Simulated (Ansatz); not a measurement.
**BN (P1): convergence test of the k-point mesh**

How fine a k-point mesh does BN (P1) need? A script is to give a convergence test of the k-point mesh; the system is BN (P1).

All numbers are computed with the Python package of Ansatz 0.2.0. Level of theory: DFT r2SCAN, plane waves, PAW.

## Step 1: Starting point

Symmetry: P1, No. 1, triclinic system. The conventional cell has a = 2.508 Å, b = 2.508 Å, c = 3.274 Å, α = 101.11°, β = 101.11°, γ = 119.81°. Around B (site symmetry 1) lie 3 N at 1.40 to 1.52 Å. N (site symmetry 1) is surrounded by 3 B at 1.40 to 1.52 Å.

No structure file is read: the coordinates are typed or built in the script.

## Step 2: Script

File kconv_bn.py:

```python
"""Convergence of BN with the k-point mesh."""

import warnings

import ansatz as az
import matplotlib.pyplot as plt


def main() -> None:
    warnings.simplefilter("ignore", az.DeckWarning)

    system = (
        az.Lattice.of((2.50804092, 0.0, 0.0), (-1.24671076, 2.17623104, 0.0), (-0.63066508, -1.08811552, 3.02254))
        .atom("B", (0.979643, 0.983499, 0.001806))
        .atom("N", (0.668506, 0.332385, 0.984999))
    )

    calculation = (
        system.calculation()
        .basis(600)  # plane waves up to this kinetic energy
        .occupations("Fixed")  # whole-number filling, right only where there is a gap
        .functional(az.Functional.R2SCAN)
        .pseudopotentials("paw")
        .band_table()
    )

    rows = []
    for value in [0.9, 0.7, 0.55, 0.45, 0.35]:
        r = calculation.kpoints(spacing=value).run(threads=1, pin="off").report
        rows.append((value, r["free_energy_ev"] / len(r["lattice"]["sites"]), r["n_iterations"], r["gap_by_band_count_ev"], r["n_kpoints"]))

    print("spacing (1/A)   F/atom (eV)    iterations  gap by band count (eV)      k-points")
    for row in rows:
        print(f"{str(row[0]):>12s}  {row[1]:12.5f}  {row[2]:12d}  {row[3]:22.3f}  {row[4]:12d}")

    # differences from the last row
    for row in rows[:-1]:
        shift = 1000 * (row[1] - rows[-1][1])
        print(f"{row[0]}: {shift:+.2f} meV/atom" + ("  (within 5 meV)" if abs(shift) < 5 else ""))
    plt.figure(figsize=(4.5, 3))
    plt.plot([str(row[0]) for row in rows], [1000 * (row[1] - rows[-1][1]) for row in rows], "o-")
    plt.xlabel("spacing (1/A)")
    plt.ylabel("F - F(last) (meV/atom)")
    plt.tight_layout()
    plt.savefig("kconv.png", dpi=100)


if __name__ == "__main__":
    main()
```

## Step 3: The input behind the calls

The package turns the script's settings into the engine's input (first run):

```yaml
crystal:
  lattice:
    - [2.50804092, 0.0, 0.0]
    - [-1.24671076, 2.17623104, 0.0]
    - [-0.63066508, -1.08811552, 3.02254]
  atoms:
    - { symbol: B, position: [0.979643, 0.983499, 0.001806] }
    - { symbol: "N", position: [0.668506, 0.332385, 0.984999] }
basis:
  ecutwfc: 600.0
kpoints:
  mp_grid:
    kspacing: 0.9
hamiltonian:
  xc: r2scan
  pseudopotentials:
    kind: paw
scf:
  occupations:
    method: fixed
output:
  eigenvalues: true
```

## Step 4: Running it

Command:

```
$ python kconv_bn.py
```

The program printed:

```text
spacing (1/A)   F/atom (eV)    iterations  gap by band count (eV)      k-points
         0.9    -271.97468             7                   3.432            36
         0.7    -271.98172             7                   3.816            63
        0.55    -271.98467             7                   3.435           112
        0.45    -271.98489             7                   3.619           172
        0.35    -271.98500             7                   3.440           365
0.9: +10.32 meV/atom
0.7: +3.29 meV/atom  (within 5 meV)
0.55: +0.33 meV/atom  (within 5 meV)
0.45: +0.11 meV/atom  (within 5 meV)
```

Wall time 28 s (1 thread of Arm Neoverse V2, shared host); peak memory 0.53 GiB.

## Step 5: What changed from run to run

The engine's inputs for some of the other runs:

Run 3, against run 1:

```diff
@@ -13 +13 @@
-    kspacing: 0.9
+    kspacing: 0.55
```

Run 4, against run 1:

```diff
@@ -13 +13 @@
-    kspacing: 0.9
+    kspacing: 0.45
```

Run 5, against run 1:

```diff
@@ -13 +13 @@
-    kspacing: 0.9
+    kspacing: 0.35
```

## Step 6: The engine's runs

From the records of these 5 runs:

| run | k spacing | energy from run 5 (meV/atom) | gap on the mesh (eV) | SCF cycles | CPU time (s) |
| --- | --- | --- | --- | --- | --- |
| 1 | 0.9 | 10.32 | 3.43 | 7 | 2.2 |
| 2 | 0.7 | 3.29 | 3.82 | 7 | 2.9 |
| 3 | 0.55 | 0.33 | 3.44 | 7 | 4.2 |
| 4 | 0.45 | 0.11 | 3.62 | 7 | 5.9 |
| 5 | 0.35 | 0.00 | 3.44 | 7 | 11 |

## Step 7: Results

| quantity | value |
| --- | --- |
| runs compared | 5 |
| last run but one, from the last | +0.11 meV/atom |
| within 5 meV/atom of the last run from | 0.7 |

What this shows: From a spacing of 0.7 (5×5×5) on it stays within 5 meV an atom of the value at a spacing of 0.35 (9×9×9); the first row (a spacing of 0.9 (4×4×4)) is off by 10.3 meV and the last but one by 0.11 meV. The last run costs about 5.1 times the first. Reading the output:
- Along an axis with an odd division the mesh misses the point at one half; a gap read on a finite mesh is an upper bound on this functional's gap.
- This cell is a computed structure, which may not be the phase found in nature.
- Shifts are counted from the finest mesh, which is itself no proven limit.
